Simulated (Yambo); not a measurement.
# PbSe (Clausthalite) (Fm-3m) in Yambo: settings compared, part 3 of 3

Yambo 5.3.0.

## (5) Optical spectrum by the Bethe-Salpeter equation, PBEsol

bse2.in

```
optics
bse
bss
rim_cut
em1s
RandQpts= 1000000
RandGvec= 50 RL
Chimod= "HARTREE"
% BndsRnXs
 1 | 40 |
%
NGsBlkXs= 5 Ry
% LongDrXs
 1 | 0 | 0 |
%
BSKmod= "SEX"
BSEmod= "retarded"
BSSmod= "d"
% BSEQptR
 1 | 1 |
%
% BSEBands
 14 | 17 |
%
BSENGexx= 20 Ry
BSENGBlk= 5 Ry
% BEnRange
 0 | 20 | eV
%
% BDmRange
 0.1 | 0.1 | eV
%
BEnSteps= 200
% BLongDir
 1 | 0 | 0 |
%
BSEprop= "abs"
WRbsWF
% KfnQP_E
 0.48 | 1.0 | 1.0 |
%
```

scf.in

```
&CONTROL
  calculation = 'scf'
  prefix = 'pwscf'
  outdir = './tmp'
  pseudo_dir = './pseudo'
/
&SYSTEM
  ibrav = 0
  nat = 2
  ntyp = 2
  ecutwfc = 86
  nbnd = 22
  occupations = 'smearing'
  smearing = 'fd'
  degauss = 0.00367493
  force_symmorphic = .true.
/
&ELECTRONS
  conv_thr = 4d-10
  electron_maxstep = 120
  mixing_beta = 0.5
/
ATOMIC_SPECIES
Pb   207.2000 Pb.upf
Se    78.9710 Se.upf
CELL_PARAMETERS angstrom
   0.0000000000    3.0606500000    3.0606500000
   3.0606500000    0.0000000000    3.0606500000
   3.0606500000    3.0606500000    0.0000000000
ATOMIC_POSITIONS crystal
Pb     0.0000000000    0.0000000000    0.0000000000
Se     0.5000000000    0.5000000000    0.5000000000
K_POINTS automatic
8 8 8 0 0 0
```

nscf.in

```
&CONTROL
  calculation = 'nscf'
  prefix = 'pwscf'
  outdir = './tmp'
  pseudo_dir = './pseudo'
/
&SYSTEM
  ibrav = 0
  nat = 2
  ntyp = 2
  ecutwfc = 86
  nbnd = 165
  occupations = 'fixed'
  force_symmorphic = .true.
/
&ELECTRONS
  conv_thr = 1d-08
  diago_full_acc = .true.
  diago_thr_init = 1d-06
/
ATOMIC_SPECIES
Pb   207.2000 Pb.upf
Se    78.9710 Se.upf
CELL_PARAMETERS angstrom
   0.0000000000    3.0606500000    3.0606500000
   3.0606500000    0.0000000000    3.0606500000
   3.0606500000    3.0606500000    0.0000000000
ATOMIC_POSITIONS crystal
Pb     0.0000000000    0.0000000000    0.0000000000
Se     0.5000000000    0.5000000000    0.5000000000
K_POINTS automatic
4 4 4 0 0 0
```

Potentials or basis: PseudoDojo 0.4.1 SR PBEsol standard.

Run with:

```
OMP_NUM_THREADS=1 pw.x -in scf.in > scf.out
OMP_NUM_THREADS=1 pw.x -in nscf.in > nscf.out
cd tmp/pwscf.save; p2y; mv SAVE ../..; cd ../..
OMP_NUM_THREADS=1 yambo
mkdir -p bse2; ln -s $PWD/g0w00/ndb.RIM bse2/
OMP_NUM_THREADS=1 yambo -F bse2.in -J bse2 -C bse2_out
OMP_NUM_THREADS=1 ypp -J bse2 -C bse2_out -e s -b 1
```

Yambo's report:

```text
[... sections 02.01 to 02.04 as in the set-up run ...]

[... 5 lines left out ...]
  [X] Bosonic    Temperature                        :  0.000000  0.000000 [eV K]
  [X] Finite Temperature mode                       : no
  [X] El. density                                   :  0.52318E+24 [cm-3]
  [X] Fermi Level                                   :  9.329004 [eV]

  [X] === Gaps and Widths ===
  [X] Conduction Band Min                           :  0.210006 [eV]
  [X] Valence Band Max                              :  0.000000 [eV]
  [X] Filled Bands                                  :  15
  [X] Empty Bands                                   :   16  165
  [X] Direct Gap                                    :  0.210006 [eV]
  [X] Direct Gap localized at k                     :  3
  [X] Indirect Gap                                  :  0.210006 [eV]
  [X] Indirect Gap between kpts                     :  3  3
  [X] Last valence band width                       :  3.236006 [eV]
  [X] 1st conduction band width                     :  4.473879 [eV]

 [03] Transferred momenta grid and indexing
 ==========================================

 [BZ sampling] Q-grid is User defined and/or read from the database

 IBZ Q-points                                      :   8
 BZ  Q-points                                      :   64

 K/Q-points units:
 rlu = crystal or reduced units; cc = cartesian coordinates; iku = interal k-units

 Q [1]          [rlu]:  0.000000  0.000000  0.000000
 Q [2]          [rlu]: -0.51579E-17 -0.51579E-17  0.25000
 Q [3]          [rlu]:  0.10316E-16  0.10316E-16 -0.50000
 Q [4]          [rlu]:  0.93036E-17  0.25000      0.25000
[... 252 lines left out ...]
     [K] Kernel long-range exchange                   : BAR

    [08.01.05.03] Wave-Function Phases
    ==================================

    [BSE] WF phases found       :  51.69271 [o/o]

   [08.01.06] BSE solver(s) @q1
   ============================

   [08.01.07] Diago Solver @q1
   ===========================

   [WR./bse2//ndb.BS_diago_Q1]-----------------------------------------------------
    BS kernel          energies                      : Perdew, Burke & Ernzerhof SOL(X)+Perdew, Burke & Ernzerhof SOL(C)+ user defined corrections @E
    [K] Identifier                                   :   7586
    [K] Dimension                                    :  256
    [K] Bands                                        :  14  17
    [K] Exchange                                     : yes [res]
    [K] Correlation                                  : yes [res]
    [K] Kernel`s coupling                            : no
    [K] Exchange                                     : no [cpl]
    [K] Correlation                                  : no [cpl]
    [K] W interaction is bare                        : no
    [K] ALDA kernel in R-space                       : no
    [K] RL vectors                                   :   609 [exchange]
    [K] RL vectors                                   :   89 [correlation]
    [K] E/h energy range                             : -1.000000 -1.000000 [eV]
    [K] Coupling range                               :  100.0000  100.0000 [o/o]
    [W] Interaction is diagonal                      : no
    [W] Matrix size                                  :   89
    [W] Bands                                        :    1   40
    [W] e/h energy range                             : -1.000000 -1.000000 [eV]
    [W] Poles                                        :  100.0000 [o/o]
    [W] RL vectors in the sum                        :   6231
    [W] [r,Vnl] included                             : yes
    [W] Field direction                              :  0.100000E-4   0.00000      0.00000
    [W] Coulomb Cutoff                               : none
    [W] Hxc Kernel                                   : HARTREE
    [RIM] RL components                              :   51 [col]
    [RIM] Random points                              :  1000000 [col]
    [SOC] Perturbative SOC                           : no
    [K] Kernel long-range exchange                   : BAR
    [BSS] Eigenstates included                       : yes
    [BSS] Field direction                            :  0.100000E-4   0.00000      0.00000
    [BSS] Eigenstates computed                       :  256
    [BSS] Number of BSE matrices                     :  1
```

Wall time 3.2 min (1 thread of Arm Neoverse V1, shared host); peak memory 0.32 GiB.

What came out:

```
Band gap on the k mesh, mean-field level : 0.21 eV, direct
Lowest exciton energy                    : 0.70 eV
Lowest bright exciton energy             : 0.71 eV
```

Dielectric function (along the field direction of the input):
```csv
energy (eV),real part,imaginary part
0.30,106.43,13.23
0.90,-75.62,55.05
1.41,-3.04,6.47
1.91,29.65,14.39
2.41,-6.67,13.13
2.91,16.18,16.06
3.42,-26.60,44.11
3.92,-13.65,3.89
4.42,-11.23,7.11
4.92,-7.07,1.56
5.43,-4.69,1.04
5.93,-4.65,3.75
6.43,-4.81,1.44
6.93,-2.87,0.69
7.44,-3.31,2.37
7.94,-3.04,0.30
8.44,-2.11,0.13
8.94,-1.59,0.09
9.45,-1.16,0.11
9.95,-1.04,0.07
10.45,-0.78,0.04
10.95,-0.59,0.03
11.46,-0.43,0.03
11.96,-0.30,0.02
12.46,-0.18,0.02
12.96,-0.08,0.02
13.47,0.00,0.02
13.97,0.08,0.01
14.47,0.15,0.01
14.97,0.21,0.01
15.48,0.26,0.01
15.98,0.31,0.01
16.48,0.35,0.01
16.98,0.39,0.01
17.49,0.43,0.01
17.99,0.46,0.01
18.49,0.49,0.01
18.99,0.52,0.01
19.50,0.54,0.00
20.00,0.57,0.00
```

Lowest exciton energies (eV): 0.70, 0.71, 0.71, 0.71, 2.13, 2.13, 2.13, 2.14

Excitons:
```csv
energy (eV),strength (relative to the strongest)
0.702,1.1e-13
0.706,1
0.706,3.8e-06
0.706,4.8e-05
2.129,0.00036
2.129,0.22
2.131,2.7e-08
2.137,0.036
2.140,5.7e-07
2.141,1.6e-09
2.143,8.3e-12
2.154,1.5e-12
```

Caveat: the k mesh is coarse (spacing up to 0.44 Å⁻¹), so the values aren't converged; the scissor is the correction of the direct gap in an earlier G0W0 run on the same states; exciton energies and binding change strongly with the k mesh and aren't converged on this one; spectra need much finer meshes, so this one isn't converged; spin-orbit coupling is left out, which as a rule narrows the gap of such compounds by several tenths of an eV.
